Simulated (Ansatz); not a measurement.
**How BP answers to pressure**

```
B P
1.0
     0.00000    2.26900    2.26900
     2.26900    0.00000    2.26900
     2.26900    2.26900    0.00000
B P
1 1
Direct
  0.00000 0.00000 0.00000
  0.75000 0.75000 0.75000
```

The cell comes from COD entry 9008835, which wasn't checked; take it as a given geometry.

The calculation used Ansatz 0.2.0, DFT, LDA, all-electron LAPW, scalar-relativistic.

The runs use a Γ-centred 15×15×15 k mesh, Fermi–Dirac smearing of 0.05 eV, basis error target 1 meV/atom, no spin polarisation.

The cell is scaled evenly with fractional coordinates held. Semilocal gaps are too small, but their slopes carry over better.

| V/V(cell) | P (GPa) | gap on the k mesh (eV) |
| --- | --- | --- |
| 0.9600 | 1.63 | 1.142 |
| 0.9800 | -1.98 | 1.166 |
| 0.9900 | -3.65 | 1.177 |
| 1.0000 | -5.24 | 1.189 |
| 1.0100 | -6.76 | 1.200 |
| 1.0200 | -8.21 | 1.211 |
| 1.0400 | -10.89 | 1.233 |
| 1.0600 | -13.32 | 1.254 |

Task: From the rows at 0.9900 and 1.0100, what is the bulk modulus at the cell's volume?

Result: B = −ΔP/Δln V = −[(-6.76) − (-3.65)]/0.02000 = 155.5 GPa. This is the modulus at -5.24 GPa, not at zero pressure.

Task: What are the gap's volume deformation potential and pressure coefficient?

Result: dEg/dln V = (1.200 − 1.177)/0.02000 = 1.15 eV, and dEg/dP = −(dEg/dln V)/B = -7.4 meV/GPa: pressure narrows the gap.

Task: Predict the row at V/V(cell) = 0.9400. How far is a linear estimate of P off?

Result: P = 5.61 GPa, gap 1.117 eV. The linear estimate P(cell) − B ln(V/V(cell)) = 4.38 GPa misses by 1.23 GPa, since the modulus grows under compression.
